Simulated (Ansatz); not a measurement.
## C: stiffness from a series of strains

```yaml
crystal:
  lattice:
    - [0.00000, 2.12700, 3.34800]
    - [1.22800, 0.00000, 3.34800]
    - [1.22800, 2.12700, 0.00000]
  atoms:
    - { symbol: C, position: [0.16667, 0.83333, 0.16667] }
    - { symbol: C, position: [0.83333, 0.16667, 0.83333] }
```

Atoms are numbered in the order listed.

The cell is COD entry 9000046, as deposited and not checked against the literature; nothing was relaxed.

Level of theory: Ansatz 0.2.0, DFT, PBE, all-electron LAPW, scalar-relativistic.

Sampling and basis: a Γ-centred 18×18×18 k mesh, Fermi–Dirac smearing of 0.05 eV, basis error target 0.25 meV/atom, no spin polarisation.

The strain is applied along the Cartesian axes of the cell as listed (the other components stay zero). Fractional coordinates are held (clamped ions).

σ is the change of stress from the unstrained cell, which is at 4.53 GPa; tension is positive, so slopes are stress–strain coefficients at that pressure. In a metal the k mesh adds noise.

Only quantities that a quadratic follows smoothly over the whole series are listed; rougher ones are left out.

| εzz | σzz (GPa) | σxx (GPa) |
| --- | --- | --- |
| -0.0300 | -1.65 | -0.10 |
| -0.0100 | -0.49 | -0.03 |
| 0.0000 | 0.00 | 0.00 |
| 0.0100 | 0.44 | 0.03 |
| 0.0200 | 0.84 | 0.06 |
| 0.0300 | 1.19 | 0.09 |

Task: Fit the series and read off the stiffness at zero strain.

Result: Least-squares fits y = p0 + p1 x + p2 x² to the rows give σzz (GPa): p1 = 47.2, p2 = -260; σxx (GPa): p1 = 3.14, p2 = -6. So C33 = 47 GPa and C13 = 3 GPa, for these axes.

Task: One run, at εzz = -0.0200, is withheld. Predict its row.

Result: The fits give -1.05, -0.07; the run gave -1.04, -0.06.
